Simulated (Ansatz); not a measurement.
Potassium (omega (AlB2-type)) across density functionals

All rows: Ansatz, plane waves with scalar-relativistic PAW, 420 eV (500 eV for the SCAN forms), relaxed under each functional, no dispersion correction, no zero-point motion. B₀ comes from uniform scaling at fixed shape; a dash is a value not given.

| functional | V (Å³/atom) | cell | B₀ (GPa) | magnetic state | ΔE to bcc (meV/atom) |
| --- | --- | --- | --- | --- | --- |
| PBE | 74.21 | a = 7.554 Å, c = 4.505 Å (c/a = 0.596) | 4 | spin not included | 8 |
| r²SCAN | 76.84 | a = 7.651 Å, c = 4.547 Å (c/a = 0.594) | 3 | spin not included | 9 |
| PBEsol | 71.45 | a = 7.466 Å, c = 4.440 Å (c/a = 0.595) | 4 | spin not included | 11 |
| LDA | 64.74 | a = 7.221 Å, c = 4.301 Å (c/a = 0.596) | 4 | spin not included | 10 |
| revPBE | 80.23 | a = 7.754 Å, c = 4.622 Å (c/a = 0.596) | 3 | spin not included | 10 |
| RPBE | 81.28 | a = 7.797 Å, c = 4.632 Å (c/a = 0.594) | 3 | spin not included | 10 |
| BLYP | 76.58 | a = 7.625 Å, c = 4.563 Å (c/a = 0.598) | 3 | spin not included | 6 |

LDA gives the smallest volume and RPBE the largest.
